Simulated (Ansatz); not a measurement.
Set up this calculation in Ansatz 0.2.0, as the native input.

```
Task                                : band structure
Functional                          : LDA
Potentials or basis                 : Ansatz PAW
Cutoff                              : 420 eV (not typed: the program's choice for these potentials)
k mesh                              : 10 × 10 × 10
Occupations                         : fermi-dirac, width 0.05 eV
Spin                                : no spin polarisation
Path                                : [["G", "X", "M", "G", "R", "X"], ["M", "R"]]
Points for each segment of the path : 14
```

Crystal: Au.

```
CELL_PARAMETERS angstrom
2.74841 0.00000 0.00000
0.00000 2.74841 0.00000
0.00000 0.00000 2.74841
ATOMIC_POSITIONS crystal
Au 0.50000 0.50000 0.50000
```

The cell was built by a generator and needn't be a form met in nature.

The input as run:

input.yaml

```yaml
crystal:
  lattice:
    - [2.74841, 0.0, 0.0]
    - [0.0, 2.74841, 0.0]
    - [0.0, 0.0, 2.74841]
  atoms:
    - { symbol: Au, position: [0.5, 0.5, 0.5] }
hamiltonian:
  xc: lda
  pseudopotentials: { kind: paw }
kpoints:
  mp_grid: { grid: [10, 10, 10] }
  band_path:
    path:
      - [[0.0, 0.0, 0.0], [0.0, 0.5, 0.0], [0.5, 0.5, 0.0], [0.0, 0.0, 0.0], [0.5, 0.5, 0.5], [0.0, 0.5, 0.0]]
      - [[0.5, 0.5, 0.0], [0.5, 0.5, 0.5]]
    npoints: 14
scf:
  occupations: { method: fermi_dirac, width: 0.05 }
  n_extra_bands: 6
output:
  forces: true
  stress: true
  eigenvalues: true
  fatbands: true
```

Potentials or basis: Ansatz PAW.

The run is started by

```sh
$ ansatz run input.yaml --threads 2 --pin off --max-ram 5632MiB --backend cpu --events-out ev --progress --plain --runs-dir out
```

Results of the run:

- Pressure: -10.0 GPa
- Band gap on the k mesh: none (metal or under the smearing width)

Caveat: spin-orbit coupling is left out, which moves the levels of the heavy elements; the PAW data sets come from PBE, with cores solved anew for the run's functional, which leaves a small shift of forces and pressure.

It took 1 s on 2 threads of Arm Neoverse V2, with other jobs on the host, peak memory 0.26 GiB.
